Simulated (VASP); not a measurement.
# O2 in VASP: further runs

The runs below take O2 through single point, with PBEsol, PBE+D3, PBE+D4, PBE+D3(BJ), HSE06+D3(BJ).

Everything below comes from runs of VASP 6.6.1. Logs are shortened: lines on timing, memory, paths and dates and some standing lists are left out, and cuts for length are marked.

## (1) The molecule as given

The cell holds a molecule in a box, 2 atoms: a = 11.626 Å, b = 12.126 Å, c = 12.626 Å, α = 90.00°, β = 90.00°, γ = 90.00°.

## (2) Single point, PBEsol, collinear spin, ferromagnetic start

File INCAR:

```
SYSTEM = O
ALGO = Normal
EDIFF = 1E-6
ENCUT = 400
GGA = PS
ISIF = 2
ISMEAR = 0
ISPIN = 2
ISYM = 0
LASPH = .TRUE.
LCHARG = .FALSE.
LORBIT = 11
LREAL = .FALSE.
LWAVE = .FALSE.
MAGMOM = 1.1 1.1
NBANDS = 17
NELM = 60
NUPDOWN = 2
PREC = Accurate
SIGMA = 0.01
```

File KPOINTS:

```
k-points
0
G
  1 1 1
  0 0 0
```

File POSCAR:

```
O                                       
1.0
   11.6260970939      0.0000000000      0.0000000000
    0.0000000000     12.1260970939      0.0000000000
    0.0000000000      0.0000000000     12.6260970939
  O             
     2
Selective dynamics
Direct
     0.5484297130999991    0.5219067479999993    0.5038687910999968   F   F   F
     0.4495703837437242    0.4856070573261271    0.4959722951594220   T   T   T
```

Potentials or basis: VASP PAW PBE potentials, release 64 (O).

Command:

```bash
> cat potpaw_PBE.64/O/POTCAR > POTCAR
> mpirun -np 4 vasp_gam > vasp.out
```

OUTCAR:

```text
SYSTEM = O
   EDIFF = 1E-6
   ENCUT = 400
   GGA = PS
   ISIF = 2
   ISMEAR = 0
   ISPIN = 2
   ISYM = 0
   LASPH = .TRUE.
   LORBIT = 11
   LREAL = .FALSE.
   NELM = 60
   NUPDOWN = 2
   PREC = Accurate

 ion  position               nearest neighbor table
   1  0.548  0.522  0.504-   2 1.23
   2  0.450  0.486  0.496-   1 1.23

IMPORTANT INFORMATION: All symmetrisations will be switched off!
NOSYMM: (Re-)initialisation of all symmetry stuff for point group C_1.

----------------------------------------------------------------------------------------

                                     Primitive cell

  volume of cell :    1780.0168

  direct lattice vectors                    reciprocal lattice vectors
    11.626097094  0.000000000  0.000000000     0.086013388  0.000000000  0.000000000
     0.000000000 12.126097094  0.000000000     0.000000000  0.082466765  0.000000000
     0.000000000  0.000000000 12.626097094     0.000000000  0.000000000  0.079201038

  length of vectors
    11.626097094 12.126097094 12.626097094     0.086013388  0.082466765  0.079201038

  position of ions in fractional coordinates (direct lattice)
     0.548429713  0.521906748  0.503868791
     0.449570384  0.485607057  0.495972295

  ion indices of the primitive-cell ions
   primitive index   ion index
                 1           1
                 2           2

----------------------------------------------------------------------------------------

 KPOINTS: k-points

Automatic generation of k-mesh.
 Grid dimensions read from file:
 generate k-points for:    1    1    1

 Generating k-lattice:

  Cartesian coordinates                     Fractional coordinates (reciprocal lattice)
     0.086013388  0.000000000  0.000000000     1.000000000  0.000000000  0.000000000
     0.000000000  0.082466765  0.000000000     0.000000000  1.000000000  0.000000000
     0.000000000  0.000000000  0.079201038     0.000000000  0.000000000  1.000000000

  Length of vectors
     0.086013388  0.082466765  0.079201038

  Shift w.r.t. Gamma in fractional coordinates (k-lattice)
     0.000000000  0.000000000  0.000000000

 Subroutine IBZKPT returns following result:
 ===========================================

 Found      1 irreducible k-points:

 Following reciprocal coordinates:
            Coordinates               Weight
  0.000000  0.000000  0.000000      1.000000
   k-points           NKPTS =      1   k-points in BZ     NKDIM =      1   number of bands    NBANDS=     20
   number of dos      NEDOS =    301   number of ions     NIONS =      2
   total plane-waves  NPLWV = 537600
   dimension x,y,z NGX =    80 NGY =   80 NGZ =   84
   dimension x,y,z NGXF=   160 NGYF=  160 NGZF=  168
   ions per type =               2
   NGX,Y,Z   is equivalent  to a cutoff of  11.44, 10.97, 11.06 a.u.
   NGXF,Y,Z  is equivalent  to a cutoff of  22.88, 21.94, 22.12 a.u.
 SYSTEM =  O
   PREC   = accura    normal or accurate (medium, high low for compatibility)
   ISTART =      0    job   : 0-new  1-cont  2-samecut
   ICHARG =      2    charge: 1-file 2-atom 10-const
   ISPIN  =      2    spin polarized calculation?
   LNONCOLLINEAR =      F non collinear calculations
   LSORBIT =      F    spin-orbit coupling
   LASPH  =      T    aspherical Exc in radial PAW
   ENCUT  =  400.0 eV  29.40 Ry    5.42 a.u.  18.96 19.77 20.59*2*pi/ulx,y,z
   NELM   =     60;   NELMIN=  2; NELMDL= -5     # of ELM steps
   EDIFF  = 0.1E-05   stopping-criterion for ELM
   LREAL  =      F    real-space projection
   EDIFFG = 0.1E-04   stopping-criterion for IOM
   NSW    =      0    number of steps for IOM
   IBRION =     -1    ionic relax: 0-MD 1-quasi-New 2-CG
   NFREE  =      0    steps in history (QN), initial steepest desc. (CG)
   ISIF   =      2    stress and relaxation
   ISYM   =      0    0-nonsym 1-usesym 2-fastsym
   POTIM  = 0.5000    time-step for ionic-motion
   TEBEG  =    0.0;   TEEND  =   0.0 temperature during run
   PSTRESS=    0.0 pullay stress
   NELECT =      12.0000    total number of electrons
   NUPDOWN=       2.0000    fix difference up-down
   EMIN   =  10.00;   EMAX   =-10.00  energy-range for DOS
   EFERMI =   0.00;   METHOD = LEGACY
   ISMEAR =     0;   SIGMA  =   0.01  broadening in eV -4-tet -1-fermi 0-gaus
   EFERMI_NEDOS =   21; number of points for ismear=-14 and -15
   IALGO  =     38    algorithm
   IMIX   =      4    mixing-type and parameters
     AMIX     =   0.40;   BMIX     =  1.00
     AMIX_MAG =   1.60;   BMIX_MAG =  1.00
  volume/ion in A,a.u.               =     890.01      6006.07
  Fermi-wavevector in a.u.,A,eV,Ry     =   0.309262  0.584421  1.301306  0.095643
  Thomas-Fermi vector in A             =   1.185817
   LORBIT       =     11    0 simple, 1 ext, 2 COOP (PROOUT), +10 PAW based schemes
   GGA     = PS    functional components
   LHFCALC =     F    Hartree Fock is set to
   AEXX    =    0.0000 exact exchange contribution
   IVDW    =     0    specifies the selected vdW correction
   LEPSILON=     F    determine dielectric tensor
   LRPA    =     F    only Hartree local field effects (RPA)
 spin polarized calculation
 Gauss-broadening in eV      SIGMA  =   0.01
  energy-cutoff  :      400.00
  volume of cell :     1780.02
 maximum number of plane-waves:     16200
 NGX is ok and might be reduce to    80
   NGX = 37   NGY = 39   NGZ = 41

 number of electron      12.0000004 magnetization       1.9999835

 Free energy of the ion-electron system (eV)
  ---------------------------------------------------
  ext. energy  EPLUGINS =         0.00000000
  ---------------------------------------------------
  free energy    TOTEN  =       -10.26818811 eV

  energy without entropy =      -10.26818811  energy(sigma->0) =      -10.26818811

 E-fermi : -11.3081     XC(G=0):  -0.3432

 val. band max:       -6.9115931306   @ k =   0.0000   0.0000   0.0000
 cond. band min:      -4.6625694250   @ k =   0.0000   0.0000   0.0000
 fundamental gap:      2.2490237056
 Fermi energy:        -6.8601292141

 spin component 1

 k-point     1 :       0.0000    0.0000    0.0000
  band No.  band energies     occupation
      1     -32.4579      1.00000
      2     -20.5243      1.00000
      3     -13.4177      1.00000
      4     -13.2653      1.00000
      5     -13.2650      1.00000
      6      -6.9120      1.00000
      7      -6.9116      1.00000
      8      -0.2273      0.00000
      9       0.6449      0.00000
     10       0.6609      0.00000
     11       0.7321      0.00000
     12       0.8196      0.00000
     13       0.9556      0.00000
     14       1.0141      0.00000
     15       1.5257      0.00000
     16       1.6869      0.00000
     17       1.7003      0.00000
     18       1.8089      0.00000
 Fermi energy:       -11.3080552675

 spin component 2

 k-point     1 :       0.0000    0.0000    0.0000
  band No.  band energies     occupation
      1     -31.1939      1.00000
      2     -18.7408      1.00000
      3     -12.4010      1.00000
      4     -11.4321      1.00000
      5     -11.4318      1.00000
      6      -4.6626      0.00000
      7      -4.6622      0.00000
      8      -0.1478      0.00000
      9       0.7503      0.00000
     10       0.7947      0.00000
     11       0.8201      0.00000
     12       0.8991      0.00000
     13       0.9834      0.00000
     14       1.0462      0.00000
     15       1.6716      0.00000
     16       1.7546      0.00000
     17       1.7809      0.00000
     18       1.8541      0.00000
 [bands above 18 left out]

------------------------ aborting loop because EDIFF is reached ----------------------------------------

  FORCE on cell =-STRESS in cart. coord.  units (eV):
  Direction    XX          YY          ZZ          XY          YZ          ZX
  --------------------------------------------------------------------------------------
  -------------------------------------------------------------------------------------
  Total       -1.7839928     -1.6392399     -1.6061509     -0.0548187     -0.0048767     -0.0141571
  in kB       -1.6057560     -1.4754653     -1.4456822     -0.0493418     -0.0043895     -0.0127426
  external PRESSURE =      -1.5089678 kB  Pullay stress =       0.0000000 kB

 VOLUME and BASIS-vectors are now :
 -----------------------------------------------------------------------------
  energy-cutoff  :      400.00
  volume of cell :     1780.02
      direct lattice vectors                 reciprocal lattice vectors
    11.626097094  0.000000000  0.000000000     0.086013388  0.000000000  0.000000000
     0.000000000 12.126097094  0.000000000     0.000000000  0.082466765  0.000000000
     0.000000000  0.000000000 12.626097094     0.000000000  0.000000000  0.079201038

 POSITION                                       TOTAL-FORCE (eV/Angst)
 -----------------------------------------------------------------------------------
      6.37610      6.32869      6.36190        -0.429271     -0.165854     -0.038011
      5.22675      5.88852      6.26219         0.429271      0.165854      0.038011
 -----------------------------------------------------------------------------------
    total drift:                                0.000083     -0.000392      0.000303

  FREE ENERGIE OF THE ION-ELECTRON SYSTEM (eV)
  ---------------------------------------------------
  free  energy   TOTEN  =       -10.2681881092 eV

  energy  without entropy=      -10.2681881092  energy(sigma->0) =      -10.26818811

 total charge

# of ion       s       p       d       tot
------------------------------------------
    1        1.635   3.283   0.000   4.917
    2        1.635   3.283   0.000   4.917
--------------------------------------------------
tot          3.269   6.565   0.000   9.835

 magnetization (x)

# of ion       s       p       d       tot
------------------------------------------
    1        0.009   0.805   0.000   0.814
    2        0.009   0.805   0.000   0.814
--------------------------------------------------
tot          0.018   1.611   0.000   1.629
```

It took 80 s on 4 MPI ranks of AMD EPYC 7R13 (Zen 3), shared host; peak memory 0.43 GiB.

What came out:

- Free energy: -10.2682 eV
- Largest force: 0.462 eV/Å
- Net moment: 2.00 μB per cell
- Site moments: O +0.81 μB
- Valence electrons inside the program's atomic spheres: O 4.92

Forces in eV/Å, atoms in the order of the input:
```
O   -0.429 -0.166 -0.038
O    0.429  0.166  0.038
```

Caveat: the cutoff is under 1.25 times the usual one of these potentials, so pressure, stress and relaxed cells hold a basis-set (Pulay) error; the standard files for N, O and F lose accuracy on very short bonds; the PAW data sets were made with another functional, which shifts forces and pressure a little; the total moment is fixed, so each spin has its own Fermi level.

## (3) Single point, PBE+D3, collinear spin, ferromagnetic start

Edit INCAR of step 2 so:

```diff
@@ -4,3 +4,3 @@
 ENCUT = 400
-GGA = PS
+GGA = PE
 ISIF = 2
@@ -9,2 +9,3 @@
 ISYM = 0
+IVDW = 11
 LASPH = .TRUE.
```

KPOINTS is that of step 2.

POSCAR is that of step 2.

Potentials or basis: VASP PAW PBE potentials, release 64 (O).

Command:

```bash
> cat potpaw_PBE.64/O/POTCAR > POTCAR
> mpirun -np 4 vasp_gam > vasp.out
```

Run time: 76 s. Hardware: 4 MPI ranks of AMD EPYC 7R13 (Zen 3), shared host; peak memory 0.43 GiB.

Results (log left out):

- Free energy: -9.8818 eV
- Largest force: 0.020 eV/Å
- Net moment: 2.00 μB per cell
- Site moments: O +0.81 μB
- Valence electrons inside the program's atomic spheres: O 4.92
- Dispersion energy per atom: 0.000 eV

Forces on the atoms (eV/Å):
```
O   -0.018 -0.008 -0.002
O    0.018  0.008  0.002
```

Caveat: the cutoff is under 1.25 times the usual one of these potentials, so pressure, stress and relaxed cells hold a basis-set (Pulay) error; the standard files for N, O and F lose accuracy on very short bonds; the total moment is fixed, so each spin has its own Fermi level.

## (4) Single point, PBE+D4, collinear spin, ferromagnetic start

Edit INCAR of step 3 so:

```diff
@@ -9,3 +9,3 @@
 ISYM = 0
-IVDW = 11
+IVDW = 13
 LASPH = .TRUE.
```

KPOINTS is that of step 3.

POSCAR is that of step 3.

Command:

```bash
> cat potpaw_PBE.64/O/POTCAR > POTCAR
> mpirun -np 4 vasp_gam > vasp.out
```

It took 78 s on 4 MPI ranks of AMD EPYC 7R13 (Zen 3), shared host; peak memory 0.44 GiB.

The run converged. Its results:

```yaml
Free_energy: -9.8894 eV
Largest_force: 0.020 eV/Å
Net_moment: 2.00 μB per cell
Site_moments: O +0.81 μB
Valence_electrons_inside_the_program's_atomic_spheres: O 4.92
Dispersion_energy_per_atom: -0.004 eV
```

Forces on the atoms (eV/Å):
```
O   -0.018 -0.008 -0.002
O    0.018  0.008  0.002
```

Caveat: the cutoff is under 1.25 times the usual one of these potentials, so pressure, stress and relaxed cells hold a basis-set (Pulay) error; the standard files for N, O and F lose accuracy on very short bonds; the total moment is fixed, so each spin has its own Fermi level.

(Continued in part 2 of 2.)
